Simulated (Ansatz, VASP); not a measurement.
**One calculation of CoO, two programs**

Contents of run.py:

```python
from ase.calculators.vasp import Vasp
from ase.dft.bandgap import bandgap
from ase.io import read

atoms = read('CoO.cif')
atoms.set_initial_magnetic_moments([2.0, 0.0])
calc = Vasp(
    directory='calc',
    xc='pbe',
    pp='PBE',
    setups='recommended',
    pp_version='54',
    prec='Accurate',
    encut=520,
    ediff=1e-06,
    ismear=0,
    sigma=0.02,
    lreal=False,
    lasph=True,
    nelm=150,
    algo='Normal',
    isif=2,
    lwave=False,
    lcharg=False,
    ispin=2,
    lorbit=11,
    lmaxmix=4,
    kpts=[11, 11, 11],
    gamma=True,
    nbands=18,
)
atoms.calc = calc

print('energy (eV):', atoms.get_potential_energy())
print('free energy (eV):', atoms.get_potential_energy(force_consistent=True))
print('forces (eV/A):')
print(atoms.get_forces())
print('stress (eV/A^3, Voigt):', atoms.get_stress())
print('Fermi level (eV):', calc.get_fermi_level())
print('moment (muB):', atoms.get_magnetic_moment())
print('site moments (muB):', atoms.get_magnetic_moments())
gap, top, bottom = bandgap(calc)
print('band gap (eV):', gap, 'from (spin, k, band)', top, 'to', bottom)
```

File CoO.cif:

```cif
data_CoO
_cell_length_a 3.01439621
_cell_length_b 3.01439621
_cell_length_c 3.01439621
_cell_angle_alpha 60.00000000
_cell_angle_beta 60.00000000
_cell_angle_gamma 60.00000000
_space_group_name_H-M_alt 'P1'
_space_group_name_Hall 'P 1'
_space_group_IT_number 1
loop_
_space_group_symop_operation_xyz
'x,y,z'
loop_
_atom_site_label
_atom_site_type_symbol
_atom_site_symmetry_multiplicity
_atom_site_Wyckoff_symbol
_atom_site_fract_x
_atom_site_fract_y
_atom_site_fract_z
_atom_site_occupancy
Co1 Co 1 a 0.0000000000 0.0000000000 0.0000000000 1
O1 O 1 a 0.5000000000 0.5000000000 0.5000000000 1
```

File input.yaml:

```yaml
crystal:
  lattice:
    - [0.0, 2.1315, 2.1315]
    - [2.1315, 0.0, 2.1315]
    - [2.1315, 2.1315, 0.0]
  atoms:
    - { symbol: Co, position: [0.0, 0.0, 0.0], spin: 2.0 }
    - { symbol: O, position: [0.5, 0.5, 0.5] }
hamiltonian:
  xc: pbe
  pseudopotentials: { kind: paw }
magnetization:
  spin_polarized: true
kpoints:
  mp_grid: { grid: [11, 11, 11] }
scf:
  occupations: { method: gaussian, width: 0.02 }
output:
  forces: true
  stress: true
  eigenvalues: true
  write_density: true
  write_potential: true
  elf: true
  volumetric_format: npy
```

Alike in both runs: task single point; functional PBE; k mesh 11 × 11 × 11; occupations gaussian, width 0.02 eV; collinear spin, ferromagnetic start.

|  | VASP | Ansatz |
| --- | --- | --- |
| version | VASP 6.6.1 | Ansatz 0.2.0 |
| potentials or method | VASP PAW PBE potentials, release 54 (Co, O) | Ansatz PAW |
| plane-wave cutoff (eV) | 520 | 420 |
| valence electrons in the cell | 15 | 23 |

```tsv
	VASP	Ansatz	Ansatz less VASP
gap on the k mesh at the Fermi level (eV)	none	none	-
pressure (GPa)	-2.4	-1.6	+0.84
net moment per atom (μB)	1.46	1.49	+0.029
size of the moment on the site where the two differ most (μB)	2.57	2.53	-0.041
```

Site moments also hang on the region over which each program counts them. A gap of «none» marks a metal or a gap that the smearing closes. The two sets of potentials don't hold the same shells in valence.

Caveats: a cell with one magnetic atom can't hold antiferromagnetic order, which such compounds often take; semilocal functionals often make such compounds metallic where correlation or magnetic order opens a gap, which also shifts bond lengths; the pressure holds a Pulay correction of +0.7 GPa for the finite cutoff (Ansatz). With open d or f shells a metallic result of PBE can be an artefact of self-interaction; +U or a hybrid may open a gap.
